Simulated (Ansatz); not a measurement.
A 3-atom cell of WSe2 (P-6m2) from a materials database, relaxed with r2SCAN+rVV10: the symmetry is P-6m2 (No. 187, hexagonal); a = 3.297 Å, c = 7.184 Å in the conventional setting, 22.55 Å³ an atom. W is surrounded by 6 Se at 2.53 Å; Se is surrounded by 3 W at 2.53 Å. One-shot G0W0@PBE in the PAW code Ansatz on a 6×6×2 mesh (contour deformation, no spin-orbit coupling), from a PBE gap of 1.376 eV over the mesh points (the G0W0 gap is indirect on the mesh); the number N of bands summed and the screening cutoff rise together. Calculated for a static, non-magnetic cell.

```csv
N,cutoff (eV),1000/N,G0W0 gap (eV)
132,80,7.576,1.688
277,140,3.610,1.733
```

**Question.** Lay a straight line in 1000/N through these rows.

**Answer.** The slope is -0.0113 eV per unit of 1000/N and the intercept 1.774 eV.

**Question.** Predict the gap at N = 490 (210 eV).

**Answer.** 1.774 + (-0.0113) × 2.041 = 1.751 eV; the run gives 1.753 eV, +0.002 eV from the line.

**Question.** With that run's result added, what limit do the last two rows suggest?

**Answer.** Their slope is (1.753 − 1.733)/(2.041 − 3.610) = -0.0127, which meets 1/N = 0 at 1.78 eV, against 1.774 eV from the first line. The slope steepens, so 1/N isn't yet asymptotic and the true limit probably lies higher still; the k mesh isn't extrapolated.

Spin-orbit coupling is left out, which matters wherever the heavy atoms make up the band edges.
